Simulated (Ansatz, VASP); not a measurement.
# SiC (Moissanite 3C) in two plane-wave programs, part 2 of 2

Aim: how closely do two programs agree when they are given the same cell, functional and k mesh?

VASP 6.6.1 and Ansatz 0.2.0.

So far. Step 2 (VASP: band structure, PBE): The run ends at a pressure of 2.18 GPa.

## 5. Further runs

Further runs change the set-up of one program: Ansatz's method, potentials or start, or VASP's data sets, cutoff or form of LDA. The table gives Ansatz less VASP for each quantity, since a change that brings one quantity closer may part another.

```tsv
run	gap over the path points (eV)
as above	0.0078
Ansatz's all-electron LAPW method	0.0069
Ansatz's larger PAW set (cutoff 800 eV)	0.0070
norm-conserving potentials (cutoff 1116 eV)	-0.0027
```

## 6. VASP: single point, PBE

With cell and atoms fixed, the geometry can't cause a difference; cores, projectors, grids and the points listed under the comparison can. The cell compared in this pair holds 20.07 Å³, against 20.69 Å³ for the pair before.

Contents of INCAR:

```
SYSTEM = SiC
PREC = Accurate
ENCUT = 440
EDIFF = 1E-08
NELM = 100
ISMEAR = 0
SIGMA = 0.01
LREAL = .FALSE.
ALGO = Normal
GGA = PE
NBANDS = 10
LORBIT = 11
LWAVE = .TRUE.
LCHARG = .FALSE.
KPAR = 8
```

Contents of POSCAR:

```
SiC
1.0
    0.0000000000      2.1569883941      2.1569883941
    2.1569883941      0.0000000000      2.1569883941
    2.1569883941      2.1569883941      0.0000000000
Si C
1 1
Direct
    0.0000000000      0.0000000000      0.0000000000
    0.7500000000      0.7500000000      0.7500000000
```

Contents of KPOINTS:

```
Automatic mesh
0
Gamma
6 6 6
0 0 0
```

PAW data sets: Si_GW and C_GW (PBE family, release 64).

Command:

```sh
> mpirun -np 8 vasp_std
```

Numbers of over 12 decimals in the logs are rounded to 6 here.

The log of the run:

```text
[banner, memory and clock lines left out]
running    8 mpi-ranks, on    1 nodes
[...]
[... a notice as in an earlier step ...]

 LDA part: xc-table for (Slater+PW92), standard interpolation
 POSCAR, INCAR and KPOINTS ok, starting setup
[...]
entering main loop
       N       E                     dE             d eps       ncg     rms          rms(c)
DAV:   1     0.447093168346E+01    0.44709E+01   -0.47265E+03   358   0.750E+02
DAV:   2    -0.164455569698E+02   -0.20916E+02   -0.19287E+02   500   0.131E+02
DAV:   3    -0.169645549933E+02   -0.51900E+00   -0.51765E+00   394   0.167E+01
DAV:   4    -0.169740251110E+02   -0.94701E-02   -0.94597E-02   416   0.264E+00
[...]
DAV:  12    -0.150051166899E+02   -0.43097E-06   -0.10951E-06   392   0.102E-02    0.621E-04
DAV:  13    -0.150051167058E+02   -0.15912E-07   -0.34977E-08   410   0.171E-03    0.223E-04
DAV:  14    -0.150051167053E+02    0.53888E-09   -0.50094E-09   218   0.565E-04
   1 F= -.15005117E+02 E0= -.15005117E+02  d E =-.930818E-12
 writing wavefunctions
```

From OUTCAR (step 6):

```text
  Total        1.1769658      1.1769658      1.1769658     -0.0000000     -0.0000000      0.0000000
  in kB       93.9509119     93.9509119     93.9509119     -0.0000000     -0.0000000      0.0000000
  external PRESSURE =      93.9509119 kB  Pullay stress =       0.0000000 kB

 POSITION                                       TOTAL-FORCE (eV/Angst)
 -----------------------------------------------------------------------------------
      0.00000      0.00000      0.00000        -0.000000     -0.000000     -0.000000
      3.23548      3.23548      3.23548         0.000000      0.000000      0.000000
 -----------------------------------------------------------------------------------
    total drift:                                0.000000      0.000000     -0.000000

  FREE ENERGIE OF THE ION-ELECTRON SYSTEM (eV)
  ---------------------------------------------------
  free  energy   TOTEN  =       -15.0051167053 eV

  energy  without entropy=      -15.0051167053  energy(sigma->0) =      -15.00511671

[... 1 part as in an earlier step ...]

[... 2 further parts left out ...]
[key lines of the parts left out:]
E-fermi :   8.1586
```

The run ends at a pressure of 9.40 GPa.

## 7. Ansatz: single point, PBE

The same cell, functional, mesh and smearing now go to Ansatz, which takes its cutoff from its data sets.

Contents of input.yaml:

```yaml
crystal:
  lattice:
    - [0.0, 2.1569883941, 2.1569883941]
    - [2.1569883941, 0.0, 2.1569883941]
    - [2.1569883941, 2.1569883941, 0.0]
  atoms:
    - { symbol: Si, position: [0.0, 0.0, 0.0] }
    - { symbol: C, position: [0.75, 0.75, 0.75] }
hamiltonian:
  xc: pbe
  pseudopotentials: { kind: paw }
kpoints:
  mp_grid: { grid: [6, 6, 6] }
scf:
  occupations: { method: gaussian, width: 0.01 }
  n_extra_bands: 4
output:
  forces: true
  stress: true
  eigenvalues: true
  write_density: true
  write_potential: true
  elf: true
  volumetric_format: npy
```

Command:

```sh
> ansatz run input.yaml --threads 2 --pin off --max-ram 4608MiB --backend cpu --events-out ev --progress --plain --runs-dir out
```

The log of the run:

```text
[...]
Crystal: 2 atoms, lattice volume = 20.071 Å³
Basis set: ecut = 420 eV, 387 PW (Γ), exchange–correlation on 48×48×48 points (8 copies of the dense FFT grid, shifted against one another)
Bands: 8, of which v1, the nominal top of the filled ones, is band 4 counted from 1 (3 counted from 0)
Symmetry: 24 space group operations
[...]
k-points: 16 of 216 (time reversal used)
[...]
Free energy (F): -887.119746 eV
[...]
Internal energy: -887.119746 eV  (E = F + TS)
E sigma→0 (E₀):  -887.119746 eV
Fermi energy:    10.537533 eV
[...]
--- Stress (GPa, compression-positive) ---
       10.601467       0.000000       0.000000
       -0.000000      10.601467       0.000000
       -0.000000       0.000000      10.601467
  P = ⅓ Tr σ = 10.6015 GPa (106.015 kbar)
--- Band table (eV; the first three rows and the last of 16) ---
[...]
[key lines of the parts left out:]
SCF converged after 6 iterations
```

Elapsed: 0.4 s, on 2 threads of Arm Neoverse V2, shared host; peak memory 0.36 GiB; 0.67 s of CPU time.

The run ends at a pressure of 10.60 GPa.

## 8. Side by side

Compared:

```tsv
quantity	Ansatz	VASP	difference
gap on the k mesh (eV)	1.325	1.318	+0.006
```

Not compared: the pressure (VASP's GW data sets at this cutoff don't carry it). A gap on the mesh is an upper bound, since the band edges may lie between its points.

## 9. What the set-up changes

Further runs change the set-up of one program: Ansatz's method, potentials or start, or VASP's data sets, cutoff or form of LDA. The table gives Ansatz less VASP for each quantity, since a change that brings one quantity closer may part another.

```tsv
run	gap on the k mesh (eV)
as above	0.0062
Ansatz's all-electron LAPW method	0.0056
Ansatz's larger PAW set (cutoff 800 eV)	0.0056
norm-conserving potentials (cutoff 1116 eV)	-0.0045
```

## 10. What came out

* difference in gap over the path points (band structure, PBE): 0.0078 eV
* difference in gap on the k mesh (single point, PBE): 0.0062 eV

What this shows: The difference in gap over the path points is 0.0078 eV (band structure, PBE), within the 0.08 eV picked in this series as the mark of a large difference. Band structure, PBE, norm-conserving potentials (cutoff 1116 eV): the difference in gap over the path points goes from 0.0078 to -0.0027 eV. Single point, PBE, norm-conserving potentials (cutoff 1116 eV): the difference in gap on the k mesh goes from 0.0062 to -0.0045 eV. How closely two codes agree says nothing of how well the functional describes the real material.

[Lines on the potential files, build, host, timing and source positions are cut from VASP's logs without a mark.]

[Logs are printed without paths, hosts, clocks, repeated set-up lines and the standing remarks that a program may print on its own settings, such as how far it seeks lower states.]

[Hosts, paths, dates, database ids (printed as entryN), source tags and the programs' standing remarks are cut or masked in the printed files.]
